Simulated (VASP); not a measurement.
# VASP 6.6.1 run: Sn

INCAR

```
ISIF = 2
PREC = Accurate
LASPH = .TRUE.
LCHARG = .FALSE.
GGA = RP
NBANDS = 21
LWAVE = .FALSE.
NELM = 53
ENCUT = 520
NSW = 0
IBRION = -1
EDIFF = 1E-7
SIGMA = 0.02
LREAL = .FALSE.
ISMEAR = -1
```

KPOINTS

```
KPOINTS created by Atomic Simulation Environment
0
Gamma
6 6 6
0 0 0
```

POSCAR

```
Sn
 1.0000000000000000
     0.0000000000000000    3.2844597802467672    3.2844597802467672
     3.2844597802467672    0.0000000000000000    3.2844597802467672
     3.2844597802467672    3.2844597802467672    0.0000000000000000
 Sn
   2
Cartesian
 -0.0000000000000000 -0.0000000000000000 -0.0000000000000000
  1.6422298901233836  1.6422298901233836  1.6422298901233836
```

The recommended PBE PAW datasets give the neutral cell 28 valence electrons.

Command

```
mpirun -np 1 vasp_std
```

How does this run end, and what does it give?

It converged. Results: gap between bands v and c on the k mesh -0.09 eV (bands overlap: a metal); least direct gap on the k mesh 0.00 eV; pressure 2.9 GPa. Band v is the last that the valence electrons fill when counted band by band, and c is the next.

OSZICAR

```
N       E                     dE             d eps       ncg     rms          rms(c)
DAV:   1     0.227151973589E+03    0.22715E+03   -0.14424E+04   682   0.187E+03
DAV:   2     0.186535801736E+02   -0.20850E+03   -0.20430E+03   677   0.452E+02
DAV:   3    -0.609107825519E+01   -0.24745E+02   -0.24559E+02   767   0.141E+02
DAV:   4    -0.693761222720E+01   -0.84653E+00   -0.84614E+00   767   0.290E+01
DAV:   5    -0.697210828675E+01   -0.34496E-01   -0.34495E-01   995   0.549E+00    0.312E+00
DAV:   6    -0.695843354801E+01    0.13675E-01   -0.23505E-02   895   0.181E+00    0.188E+00
DAV:   7    -0.695736472219E+01    0.10688E-02   -0.43594E-02   767   0.210E+00    0.163E-01
DAV:   8    -0.696096962418E+01   -0.36049E-02   -0.68585E-03   742   0.801E-01    0.511E-02
DAV:   9    -0.696181843258E+01   -0.84881E-03   -0.11683E-03   740   0.200E-01    0.156E-02
DAV:  10    -0.696193922089E+01   -0.12079E-03   -0.21566E-04   785   0.804E-02    0.821E-03
DAV:  11    -0.696195779262E+01   -0.18572E-04   -0.45518E-05   722   0.462E-02    0.151E-03
DAV:  12    -0.696195740012E+01    0.39250E-06   -0.16040E-06   811   0.149E-02    0.148E-03
DAV:  13    -0.696195745963E+01   -0.59510E-07   -0.23235E-07   604   0.307E-03
   1 F= -.69619575E+01 E0= -.69616815E+01  d E =-.551834E-03
```

For comparison, a separate PBE run of the intended cell, on usual settings and not on those above, gives a gap of -0.16 eV on its mesh and a pressure of 1.5 GPa.
